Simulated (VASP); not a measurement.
# Ce (Im-3m) in VASP: further runs, part 2 of 2

VASP 6.6.1. Earlier steps stand in the parts before.

## (4) Single point, PBE, collinear spin, ferromagnetic start

Input file INCAR:

```
PREC     = Accurate       # precision mode
ENCUT    = 450            # plane-wave cutoff, eV
EDIFF    = 1E-6           # SCF threshold, eV
ISMEAR   = 0              # smearing method
SIGMA    = 0.2            # smearing width, eV
LREAL    = F              # projectors in reciprocal space
LASPH    = T              # aspherical terms in the spheres
NELM     = 100            # most SCF steps
ALGO     = Normal         # electronic algorithm
ISIF     = 2              # what is computed and relaxed
LWAVE    = F              # write WAVECAR
LCHARG   = F              # write CHGCAR
ISPIN    = 2              # spin polarisation
MAGMOM   = 1              # initial moments
LORBIT   = 11             # projections on sites
LMAXMIX  = 6              # l up to which the mixer works
GGA      = PE             # functional
NBANDS   = 16             # bands
ADDGRID  = F
```

Input file KPOINTS:

```
regular mesh
0
Gamma
  6 6 6
```

Input file POSCAR:

```
Ce
1.0
   -1.9824590000      1.9831840000      1.9962140000
    1.9307920000     -1.9490850000      1.9104480000
    1.9370660000      1.9036920000     -1.9621150000
Ce
1
Direct
   -0.0084250000     -0.0182580000     -0.0014360000
```

Potentials or basis: VASP PAW PBE potentials, release 64 (Ce).

Run with:

```console
$ cat potpaw_PBE.64/Ce/POTCAR > POTCAR
$ mpirun -np 1 vasp_std > vasp.out
```

OUTCAR:

```text
PREC = Accurate
   ENCUT = 450
   EDIFF = 1E-6
   ISMEAR = 0
   LREAL = F
   LASPH = T
   NELM = 100
   ISIF = 2
   ISPIN = 2
   LORBIT = 11
   GGA = PE

 Found    112 irreducible k-points:

 Following reciprocal coordinates:
            Coordinates               Weight
  0.000000  0.000000  0.000000      1.000000
  0.166667 -0.000000  0.000000      2.000000
  0.333333 -0.000000  0.000000      2.000000
  0.500000  0.000000 -0.000000      1.000000
  0.000000  0.166667  0.000000      2.000000
  0.166667  0.166667  0.000000      2.000000
   k-points           NKPTS =    112   k-points in BZ     NKDIM =    112   number of bands    NBANDS=     16
   number of dos      NEDOS =    301   number of ions     NIONS =      1
   total plane-waves  NPLWV =  13824
   dimension x,y,z NGX =    24 NGY =   24 NGZ =   24
   dimension x,y,z NGXF=    48 NGYF=   48 NGZF=   48
   ions per type =               1
   NGX,Y,Z   is equivalent  to a cutoff of  11.59, 11.93, 11.91 a.u.
   NGXF,Y,Z  is equivalent  to a cutoff of  23.18, 23.87, 23.82 a.u.
 SYSTEM =  unknown system
   PREC   = accura    normal or accurate (medium, high low for compatibility)
   ISTART =      0    job   : 0-new  1-cont  2-samecut
   ICHARG =      2    charge: 1-file 2-atom 10-const
   ISPIN  =      2    spin polarized calculation?
   LNONCOLLINEAR =      F non collinear calculations
   LSORBIT =      F    spin-orbit coupling
   LASPH  =      T    aspherical Exc in radial PAW
   ENCUT  =  450.0 eV  33.07 Ry    5.75 a.u.   5.95  5.78  5.80*2*pi/ulx,y,z
   NELM   =    100;   NELMIN=  2; NELMDL= -5     # of ELM steps
   EDIFF  = 0.1E-05   stopping-criterion for ELM
   LREAL  =      F    real-space projection
   EDIFFG = 0.1E-04   stopping-criterion for IOM
   NSW    =      0    number of steps for IOM
   IBRION =     -1    ionic relax: 0-MD 1-quasi-New 2-CG
   NFREE  =      0    steps in history (QN), initial steepest desc. (CG)
   ISIF   =      2    stress and relaxation
   ISYM   =      2    0-nonsym 1-usesym 2-fastsym
   POTIM  = 0.5000    time-step for ionic-motion
   TEBEG  =    0.0;   TEEND  =   0.0 temperature during run
   PSTRESS=    0.0 pullay stress
   NELECT =      12.0000    total number of electrons
   NUPDOWN=      -1.0000    fix difference up-down
   EMIN   =  10.00;   EMAX   =-10.00  energy-range for DOS
   EFERMI =   0.00;   METHOD = LEGACY
   ISMEAR =     0;   SIGMA  =   0.20  broadening in eV -4-tet -1-fermi 0-gaus
   EFERMI_NEDOS =   21; number of points for ismear=-14 and -15
   IALGO  =     38    algorithm
[... 27 lines left out ...]
  free energy    TOTEN  =        -5.72044888 eV

  energy without entropy =       -5.62474822  energy(sigma->0) =       -5.67259855

 E-fermi :   8.3206     XC(G=0): -10.7643

 val. band max:        8.3203627477   @ k =   0.0000   0.5000   0.0000
 cond. band min:       8.3217607632   @ k =   0.3333   0.3333   0.3333
 fundamental gap:      0.0013980154
 Fermi energy:         8.3205708827

 spin component 1

 k-point     1 :       0.0000    0.0000    0.0000
  band No.  band energies     occupation
      1     -26.5476      1.00000
      2      -8.1800      1.00000
      3      -8.0851      1.00000
      4      -8.0644      1.00000
      5       4.9031      1.00000
      6       8.2365      0.72389
[... 91 lines left out ...]
      3      -8.5502      1.00000
      4      -8.2295      1.00000
      5       6.8723      1.00000
      6       7.7157      0.99999
[... 8 lines left out ...]
     15      12.0139      0.00000
     16      13.3742      0.00000

 [... further k-points ...]

 spin component 2

 k-point     1 :       0.0000    0.0000    0.0000
  band No.  band energies     occupation
      1     -26.0354      1.00000
      2      -7.7147      1.00000
      3      -7.6012      1.00000
      4      -7.5779      1.00000
      5       5.5659      1.00000
      6       8.8978      0.00002
[... 91 lines left out ...]
      3      -8.0703      1.00000
      4      -7.7480      1.00000
      5       7.5287      1.00000
      6       8.3280      0.47902
[... 8 lines left out ...]
     15      12.4811      0.00000
     16      13.7684      0.00000

 [... further k-points ...]

------------------------ aborting loop because EDIFF is reached ----------------------------------------

  FORCE on cell =-STRESS in cart. coord.  units (eV):
  Direction    XX          YY          ZZ          XY          YZ          ZX
  --------------------------------------------------------------------------------------
  -------------------------------------------------------------------------------------
  Total       -0.0496522      0.0103058      0.0709272      0.0583320     -0.0456767      0.0684448
  in kB       -2.7100089      0.5624883      3.8711914      3.1837497     -2.4930259      3.7357056
  external PRESSURE =       0.5745569 kB  Pullay stress =       0.0000000 kB

 VOLUME and BASIS-vectors are now :
 -----------------------------------------------------------------------------
  energy-cutoff  :      450.00
  volume of cell :       29.35
      direct lattice vectors                 reciprocal lattice vectors
    -1.982459000  1.983184000  1.996214000     0.006384800  0.255123769  0.253830615
     1.930792000 -1.949085000  1.910448000     0.262015728  0.000784005  0.259431410
     1.937066000  1.903692000 -1.962115000     0.261612011  0.260320847  0.001187722

 POSITION                                       TOTAL-FORCE (eV/Angst)
 -----------------------------------------------------------------------------------
      1.86407      1.95394      1.89567         0.000000      0.000000      0.000000
 -----------------------------------------------------------------------------------
    total drift:                                0.000000      0.000001      0.000000

  FREE ENERGIE OF THE ION-ELECTRON SYSTEM (eV)
  ---------------------------------------------------
  free  energy   TOTEN  =        -5.7204488776 eV

  energy  without entropy=       -5.6247482180  energy(sigma->0) =       -5.67259855

 total charge

# of ion       s       p       d       f       tot
--------------------------------------------------
    1        2.082   5.588   1.129   1.015   9.814

 magnetization (x)

# of ion       s       p       d       f       tot
--------------------------------------------------
    1        0.012   0.015   0.296   0.735   1.059
```

OSZICAR:

```text
N       E                     dE             d eps       ncg     rms          rms(c)
DAV:   1     0.830002988672E+02    0.83000E+02   -0.43277E+03  7352   0.800E+02
DAV:   2    -0.171705638330E+00   -0.83172E+02   -0.71422E+02  9168   0.144E+02
DAV:   3    -0.602930485001E+01   -0.58576E+01   -0.57006E+01  8000   0.519E+01
[... 13 lines left out ...]
DAV:  17    -0.572035304664E+01   -0.52133E-04   -0.13229E-03  8712   0.294E-01    0.550E-02
DAV:  18    -0.572042189075E+01   -0.68844E-04   -0.42016E-04  8368   0.171E-01    0.297E-02
DAV:  19    -0.572043896941E+01   -0.17079E-04   -0.16906E-05  9776   0.370E-02    0.187E-02
DAV:  20    -0.572044852962E+01   -0.95602E-05   -0.13839E-05  9192   0.283E-02    0.593E-03
DAV:  21    -0.572044887760E+01   -0.34798E-06   -0.43405E-06  9888   0.153E-02
   1 F= -.57204489E+01 E0= -.56725985E+01  d E =-.957007E-01  mag=     1.4274
```

Wall time 42 s (1 thread of Intel Xeon 6975P-C (Granite Rapids), shared host); peak memory 0.21 GiB.

The run converged, but some of its settings lie outside the range that counts as converged, so its numbers aren't taken as properties of the crystal.

What came out:

| Item | Value |
| --- | --- |
| Free energy | -5.7204 eV |
| Pressure | 0.1 GPa |
| Band gap on the k mesh | none (metal or under the smearing width) |
| Net moment | 1.43 μB per cell |
| Site moments | Ce +1.06 μB |
| Valence electrons inside the program's atomic spheres | Ce 9.81 |

Caveat: the k mesh is coarse (spacing up to 0.39 Å⁻¹), so the values aren't converged; the magnetic or orbital state may not be the lowest; spin-orbit coupling is left out, which moves the levels of the heavy elements.
